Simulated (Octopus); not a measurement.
Sb: equation of state with PBEsol

Sb:

```xyz
1
Lattice="0.0000 2.3712 2.3712 2.3712 0.0000 2.3712 2.3712 2.3712 0.0000" Properties=species:S:1:pos:R:3 pbc="T T T"
Sb    0.0000    0.0000    0.0000
```

This isn't the form of Sb at room conditions, which is rhombohedral.

| Property | Result |
| --- | --- |
| Program | Octopus 16.4 |
| Task | equation of state |
| Functional | PBEsol |
| Potentials or basis | pseudodojo_pbesol (PseudoDojo 0.4, PBEsol) |
| k mesh | 10 × 10 × 10 |
| Occupations | fermi-dirac, width 0.05 eV |
| Spin | no spin polarisation |

```
Equilibrium volume : 26.57 Å³/atom (rough: see the caveat)
Bulk modulus       : 102 GPa (rough)
```

Energy against volume, from the lowest point:
| volume (Å³/atom) | energy (meV/atom) |
| --- | --- |
| 25.066 | 24.41 |
| 25.599 | 11.20 |
| 26.133 | 0.18 |
| 26.666 | 0.00 |
| 27.199 | 4.51 |
| 27.733 | 15.81 |
| 28.266 | 35.40 |

All runs of the series together: 20 min on 1 thread of Arm Neoverse V2, on a shared host.

Caveat: the fit is doubtful: noisy points or a state that changes with volume; the number of grid points is fixed, so the spacing changes with the cell, which shifts volumes and moduli. The run has no spin-orbit coupling, so splittings on Sb are missing.
